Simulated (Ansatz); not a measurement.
# Hf: equation of state with PBEsol

Crystal: Hf.

```
CELL_PARAMETERS angstrom
0.00000 2.22000 2.22000
2.22000 0.00000 2.22000
2.22000 2.22000 0.00000
ATOMIC_POSITIONS crystal
Hf 0.00000 0.00000 0.00000
```

This isn't the form of Hf at room conditions, which is hcp.

```
Program             : Ansatz 0.2.0
Task                : equation of state
Functional          : PBEsol
Potentials or basis : all-electron LAPW, scalar-relativistic
Basis error allowed : 0.0005 eV/atom
k mesh              : 10 × 10 × 10
Occupations         : fermi-dirac, width 0.05 eV
Spin                : no spin polarisation
```

```json
{"Equilibrium volume": "21.55 Å³/atom", "Bulk modulus": "111 GPa", "Pressure derivative of the bulk modulus": "4.0"}
```

Energy against volume, from the lowest point:
| volume (Å³/atom) | energy (meV/atom) |
| --- | --- |
| 20.569 | 16.52 |
| 21.007 | 4.77 |
| 21.444 | 0.00 |
| 21.882 | 1.57 |
| 22.320 | 8.87 |
| 22.757 | 21.36 |
| 23.195 | 38.51 |

All runs of the series together: 33 s on 1 thread of Arm Neoverse V2 (shared host).

Spin-orbit coupling is left out, which matters for the levels of Hf.
